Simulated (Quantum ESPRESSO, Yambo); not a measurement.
# WS2 (2H monolayer): G0W0 with Yambo, start to end, part 3 of 3

How does a plane-wave GW calculation on WS2 (2H monolayer) run from the first input to the gap?

Quantum ESPRESSO 7.5 and Yambo 5.3.0; PBE and many-body steps on it, plane waves. Known limits of the many-body steps: not at the basis limit; no spin-orbit coupling.

So far. Step 4 (Bands along the symmetry lines): The gap is 1.811 eV, as in the run before at this level. Step 5 (Empty states on the mesh, 6×6×1 mesh, 65 bands): On this mesh the gap is 1.811 eV.

**7. Screening and self-energy, 6×6×1 mesh, 65 bands, screening to 95.2 eV**

G0W0 replaces the xc potential by the self-energy, built once from these orbitals. Only a window of levels is corrected, while the sums run over the empty bands that the input names.

This step: G0W0 on PBE, plane waves, norm-conserving pseudopotentials.

Input file gw1.in:

```
HF_and_locXC
gw0
dyson
ppa
em1d
rim_cut
rim_w
RandQpts= 3000000
RandGvec= 100 RL
CUTGeo= "slab z"
RandGvecW= 9 RL
EXXRLvcs= 62 Ry
VXCRLvcs= 248 Ry
Chimod= "HARTREE"
% BndsRnXp
 1 | 65 |
%
NGsBlkXp= 7 Ry
% LongDrXp
 1 | 1 | 0 |
%
% GbndRnge
 1 | 65 |
%
DysSolver= "n"
ExtendOut
PPAPntXp= 27.21138 eV
% QPkrange
 7 | 7 | 12 | 15 |
 1 | 1 | 12 | 15 |
%
```

Run with:

```sh
$ OMP_NUM_THREADS=2 mpirun -n 4 yambo -F gw1.in -J gw1 -C gw1 > gw1.log
```

Output:

```text
 Yambo, version 5.3.0

 [02] CORE Variables Setup
 =========================

  [... cell, symmetries and grids as in the set-up ...]

  [02.05] Energies & Occupations
  ==============================

  [X] === General ===
  [X] Electronic Temperature                        :  0.000000  0.000000 [eV K]
  [X] Bosonic    Temperature                        :  0.000000  0.000000 [eV K]
  [X] Finite Temperature mode                       : no
  [X] El. density                                   :  0.18475E+24 [cm-3]
  [X] Fermi Level                                   :  0.647895 [eV]

  [X] === Gaps and Widths ===
  [X] Conduction Band Min                           :  1.811258 [eV]
  [X] Valence Band Max                              :  0.000000 [eV]
  [X] Filled Bands                                  :  13
  [X] Empty Bands                                   :   14   65
  [X] Direct Gap                                    :  1.811258 [eV]
  [X] Direct Gap localized at k                     :   7
  [X] Indirect Gap                                  :  1.811258 [eV]
  [X] Indirect Gap between kpts                     :   7   7
  [X] Last valence band width                       :  1.187908 [eV]
  [X] 1st conduction band width                     :  1.058884 [eV]

 [03] Transferred momenta grid and indexing
 ==========================================

 IBZ Q-points                                      :   7
 BZ  Q-points                                      :   36

 K/Q-points units:
 rlu = crystal or reduced units; cc = cartesian coordinates; iku = interal k-units

 Q [1]          [rlu]:  0.000000  0.000000  0.000000
 Q [2]          [rlu]:  0.66288E-17  0.16667       0.0000
 Q [3]          [rlu]:  0.13258E-16  0.33333       0.0000
 Q [4]          [rlu]: -0.19887E-16 -0.50000       0.0000
 Q [5]          [rlu]:  0.166667  0.166667  0.000000
 Q [6]          [rlu]:  0.166667  0.333333  0.000000
 Q [7]          [rlu]:  0.333333  0.333333  0.000000

 [04] Coloumb potential Random Integration (RIM)
 ===============================================

 Performing RIM of v_slab

  [04.01] RIM initialization
  ==========================

  * Diagonal components only detected *

  8 x (sBL volume)        :  0.058041 [a.u.]
  sBZ random points       :  3000000
  Points outside the sBZ  :  24001124
  RL volume               :  0.261184 [a.u.]
  Integrated volume       :  0.261172 [a.u.]

  [04.02] RIM integrals
  =====================

  Gamma point sphere radius             :  0.047145 [a.u.]
  Points outside the sphere             :  2398760
  [Int_sBZ(q=0) 1/q^2]*(Vol_sBZ)^(-1/3) =:  7.613993
                                 should be <:  7.795600

  Summary of Coulomb integrals for non-metallic bands |Q|[au] RIM/Bare

  Q [1] 0.100000E-4 0.976704 * Q [2] 0.200783 1.065498
  Q [5] 0.347766 1.040294 * Q [3] 0.401565 1.032268
  Q [6] 0.531221 1.019605 * Q [4] 0.602348 1.015722
  Q [7] 0.695532 1.011513
  Non-periodic chartesian directions : none
  Optical renormalization            :  30.23562 [au]
  Polarizability dimension           : length

 [05] Coloumb potential CutOffslab
 =================================

 Cut directionsZ
 Slab Cutoff:Z
 Symmetry test passed : yes

 [06] Dipoles
 ============

  [06.01] Setup: observables and procedures
  =========================================

  [WARNING] [x,Vnl] slows the Dipoles computation. To neglect it rename the ns.kb_pp file

 [07] Dynamic Dielectric Matrix (PPA)
 ====================================

 [WR./gw1//ndb.pp]---------------------------------------------------------------
  Brillouin Zone Q/K grids (IBZ/BZ)                :    7   36    7   36
  RL vectors                                       :   9989 [WF]
  Coulomb cutoff potential                         : slab z
  Electronic Temperature                           :  0.000000 [K]
  Bosonic    Temperature                           :  0.000000 [K]
  PPA    diel. fun.  energies                      : Perdew, Burke & Ernzerhof(X)+Perdew, Burke & Ernzerhof(C)
  wavefunctions                                    : Perdew, Burke & Ernzerhof(X)+Perdew, Burke & Ernzerhof(C)
  Global Gauge                                     : length
  X matrix size                                    :   331
  X band range                                     :    1   65
  X e/h energy range                               : -1.000000 -1.000000 [eV]
  X Time ordering                                  : R
  X Hxc Kernel                                     : HARTREE
  X Drude frequency                                :  0.000000  0.000000
  X poles                                          :  100.0000 [o/o]
  RL vectors in the sum                            :   9989
  [r,Vnl] included                                 : yes
  Field direction                                  :  0.707107E-5  0.707107E-5   0.00000
  BZ energy Double Grid                            : no
  BZ energy DbGd points                            : 0
  BZ Q point size factor                           : -1.000000
  X Optical Averaged directions                    : none

 [08] Local Exchange-Correlation + Non-Local Fock
 ================================================

 [VXC] Plane waves :   62407
 [EXS] Plane waves :   7845

 QP @ state[ 1 ] K range:  1  1
 QP @ state[ 1 ] b range:  12  15
 QP @ state[ 2 ] K range:   7   7
 QP @ state[ 2 ] b range:  12  15

 [xc] Functional : Perdew, Burke & Ernzerhof(X)+Perdew, Burke & Ernzerhof(C)
 [xc] LIBXC used to calculate xc functional
  PP Number of Atomic Species                      :  2
  NLCC RL compoments                               :   62407
  PP Number of Atomic Species                      :  2
  NLCC RL compoments                               :   62407

 [xc] E_xc :  -12.19831 [Ha]
      E_xc :  -24.39662 [Ry]

  Local XC kind (lXC) : Perdew, Burke & Ernzerhof(X)+Perdew, Burke & Ernzerhof(C)
  Non-Local XC kind (nlXC) : Hartree-Fock

  Corrections @ K [1] :  [eV]
 <12|nlXC|12> = -17.23690  0.19454E-17 <12|lXC|12> = -15.38890  0.94408E-16
 <13|nlXC|13> = -15.23685 -0.21184E-17 <13|lXC|13> = -14.44280  0.94408E-16
 <14|nlXC|14> = -10.51536 -0.25472E-17 <14|lXC|14> = -15.14438 -0.18882E-15
 <15|nlXC|15> = -10.51537 -0.17111E-17 <15|lXC|15> = -15.14439 -0.23602E-16

  Corrections @ K [7] :  [eV]
 <12|nlXC|12> = -17.29220  0.16221E-16 <12|lXC|12> = -14.09717  0.47204E-16
 <13|nlXC|13> = -15.66399  0.33650E-17 <13|lXC|13> = -15.21964 -0.11667E-30
 <14|nlXC|14> = -12.01464  0.19425E-18 <14|lXC|14> = -16.30514  0.62111E-31
 <15|nlXC|15> = -9.216044  0.67304E-18 <15|lXC|15> = -14.23285  0.47204E-16

  [08.01] Hartree-Fock occupations report
  =======================================

  [Hartree-Fock] === General ===
  [Hartree-Fock] Electronic Temperature             :  0.000000  0.000000 [eV K]
  [Hartree-Fock] Bosonic    Temperature             :  0.000000  0.000000 [eV K]
  [Hartree-Fock] Finite Temperature mode            : no
  [Hartree-Fock] El. density                        :  0.18475E+24 [cm-3]
  [Hartree-Fock] Fermi Level                        :  0.647895 [eV]

  [Hartree-Fock] === Gaps and Widths ===
  [Hartree-Fock] Conduction Band Min                :  2.020745 [eV]
  [Hartree-Fock] Valence Band Max                   : -0.362450 [eV]
  [Hartree-Fock] Filled Bands                       :  13
  [Hartree-Fock] Empty Bands                        :   14   65
  [Hartree-Fock] Direct Gap                         :  2.714865 [eV]
  [Hartree-Fock] Direct Gap localized at k          :  2
  [Hartree-Fock] Indirect Gap                       :  2.383195 [eV]
  [Hartree-Fock] Indirect Gap between kpts          :   2   5
  [Hartree-Fock] Last valence band width            :  0.825458 [eV]
  [Hartree-Fock] 1st conduction band width          :  5.478413 [eV]

 [09] Dyson equation: Newton solver
 ==================================

  [09.01] RIM-W interpolation
  ===========================

  [WARNING] RIM-W works only for 2D semiconductors with slab cutoff
  Found compatible q grid: 2D
  q_min[ 1 ]:  0.16667      0.61336E-11   0.0000     [rlu]
   0.166667  0.083333  0.000000 [iku]
  q_min[ 2 ]:  0.66288E-17  0.16667       0.0000     [rlu]
   0.66288E-17  0.16667       0.0000     [iku]
  G-vectors :   9
  G-vectors loaded:   65
  Number of interpolated frequencies:  2

  Evaluating coefficients q = 0
  Evaluating coefficients q = 0

  [09.02] RIM-W integrals
  =======================

  8 x (sBL volume)        :  0.058041 [a.u.]
  sBZ random points       :  3000000
  Points outside the sBZ  :  24001124
  RL volume               :  0.261184 [a.u.]
  Integrated volume       :  0.261172 [a.u.]

  [09.03] RIM integrals
  =====================

  Comparison between head Wc = W - v averages: < Wc > [au] RIM-W/RIM

   < -Wc [Q = 1] > 0.412675E-1 0.570906E-4 * < -Wc [Q = 2] > 0.005232 0.005017
   < -Wc [Q = 3] > 0.903285E-3 0.885095E-3 * < -Wc [Q = 4] > 0.303738E-3 0.300487E-3
   < -Wc [Q = 5] > 0.001318 0.001285 * < -Wc [Q = 6] > 0.429602E-3 0.424638E-3
   < -Wc [Q = 7] > 0.204148E-3 0.202804E-3

  Comparison between head Wc = W - v averages: < Wc > [au] RIM-W/RIM

   < -Wc [G = 1,G`=0] > 0.412675E-1 0.570906E-4 * < -Wc [G = 2,G`=0] >-0.002898 0.000000
   < -Wc [G = 3,G`=0] >-0.002898 0.000000 * < -Wc [G = 4,G`=0] > 0.519421E-4  0.00000
   < -Wc [G = 5,G`=0] > 0.519421E-4  0.00000 * < -Wc [G = 6,G`=0] > 0.161904E-3  0.00000
   < -Wc [G = 7,G`=0] > 0.161904E-3  0.00000 * < -Wc [G = 8,G`=0] >-0.381057E-4  0.00000
   < -Wc [G = 9,G`=0] >-0.381057E-4  0.00000

 [10] G0W0 (W PPA)
 =================

 [  GW  ] Bands range     :    1   65
 [GW/PPA] G damping       :  0.100000 [eV]

 QP @ state[ 1 ] K range:  1  1
 QP @ state[ 1 ] b range:  12  15
 QP @ state[ 2 ] K range:   7   7
 QP @ state[ 2 ] b range:  12  15

  Sc/G bands                                       :    1   65
  Sc/G damping                                     :  0.100000 ev
  Sc bands terminator                              : no
  Sx RL components                                 :   7845

  QP @ state[ 1 ] K range                          :  1  1
  QP @ state[ 1 ] b range                          :  12  15
  QP @ state[ 2 ] K range                          :   7   7
  QP @ state[ 2 ] b range                          :  12  15
  GF energies kind                                 : Perdew, Burke & Ernzerhof(X)+Perdew, Burke & Ernzerhof(C)
  GF WF`s kind                                     : Perdew, Burke & Ernzerhof(X)+Perdew, Burke & Ernzerhof(C)
  Xs energies kind                                 : Perdew, Burke & Ernzerhof(X)+Perdew, Burke & Ernzerhof(C)
  Xs WF`s kind                                     : Perdew, Burke & Ernzerhof(X)+Perdew, Burke & Ernzerhof(C)

 [14] Game Over & Game summary
```

The job ended after 52 s (4 MPI ranks of Arm Neoverse V2, shared host; peak memory 2.1 GiB; 5.2 min of CPU time).

This step gave:

| Item | Value |
| --- | --- |
| G0W0 gap on the points computed | 2.852 eV |
| starting gap on the mesh | 1.811 eV |
| k of the valence top | 0.3333, 0.3333, 0 |
| k of the conduction bottom | 0.3333, 0.3333, 0 |
| least direct G0W0 gap on the computed points | 2.852 eV |
| Z at the valence top | 0.7549 |
| Z at the conduction bottom | 0.7542 |

The gap on the mesh goes from 1.81 eV to 2.85 eV, a correction of +1.04 eV.

Limits: finite bands, cutoff and mesh; no spin-orbit coupling. v1 is the top filled band, c1 the lowest empty one. Levels before and after the correction, in eV, zero at the valence-band top of each column:

```csv
,conduction bottom,valence top
Kohn-Sham,1.81,0.00
G0W0,2.85,0.00
```

```
                        level  energy (eV)
Kohn-Sham  (0.333 0.333 0) v2       -2.370
Kohn-Sham  (0.333 0.333 0) v1        0.000
Kohn-Sham  (0.333 0.333 0) c1        1.811
Kohn-Sham  (0.333 0.333 0) c2        3.334
     G0W0  (0.333 0.333 0) v2       -2.967
     G0W0  (0.333 0.333 0) v1        0.000
     G0W0  (0.333 0.333 0) c1        2.852
     G0W0  (0.333 0.333 0) c2        4.288
```

**8. Where the time went**

Times are wall times on the hardware named with each run, good to a factor of about two.

```
                          step   time  share  memory (GiB)
                    relaxation   96 s   57 %           1.2
                  ground state  9.5 s    6 %          0.72
bands along the symmetry lines  3.6 s    2 %           0.6
      empty states on the mesh  4.1 s    2 %          0.58
         conversion and set-up  2.3 s    1 %          0.25
     screening and self-energy   52 s   31 %           2.1
```

**9. Results**

```yaml
pbe_gap: 1.81 eV, direct
g0w0_gap_on_the_mesh: 2.85 eV
gw_settings: 6×6×1 mesh, 65 bands, screening to 95.2 eV, Godby-Needs plasmon pole
known_limits: not at the basis limit; no spin-orbit coupling
```

What this shows: G0W0 moves the gap on the mesh from 1.81 eV to 2.85 eV (+1.04 eV), with Z of 0.75 and 0.75 at the edges. Only 2 of the mesh's irreducible points were corrected, so a valley elsewhere could overtake. The dearest step here is «relaxation». Against experiment, by G0W0@PBE: the direct gap of 2.85 eV lies +0.61 eV from the measured 2.238 ± 0.003 eV (electronic, 4 K, encapsulated, 2019); the gap of 2.85 eV lies +0.58 eV from the measured 2.27 eV (electronic, 70 K, on fused silica, 2017); the gap of 2.85 eV lies +0.45 eV from the measured 2.4 eV (electronic, 70 K, on fused silica, 2017); the gap of 2.85 eV lies +0.71 eV from the measured 2.14 eV (transport, 240 K, 2014); the direct gap of 2.85 eV lies +0.87 eV from the measured 1.98 eV (exciton, 300 K, on SiO2/Si, 2020). An exciton line or allowed optical edge lies below the quasiparticle gap by the binding energy; a forbidden edge can push the onset above it. The computed sheet is free-standing; a substrate or cover screens it further and lowers both gap and binding, while the exciton line moves little. The calculation has static nuclei and no excitons; a measured gap holds zero-point and thermal motion, which mostly lowers it. With atoms this heavy the missing spin-orbit coupling can matter too. Bands and cutoff are finite, so the gap is not at the basis limit. The miss can reach some tenths of an eV and take either sign; the mesh is an error of its own. In the G0W0 run levels were corrected at 2 k points alone, so a gap called «on the mesh» is the least over those, and an edge elsewhere would be missed.

[Paths, hosts, dates, memory and timing lines, banners, echoed tables and standing remarks are left out of the program output.]

[Logs are printed without paths, hosts, clocks, repeated set-up lines and the standing remarks that a program may print on its own settings, such as how far it seeks lower states.]

[Runs of the session that timed out or met a known fault of the program may be left out.]

[Hosts, paths, dates, database ids (printed as entryN), source tags and the programs' standing remarks are cut or masked in the printed files.]
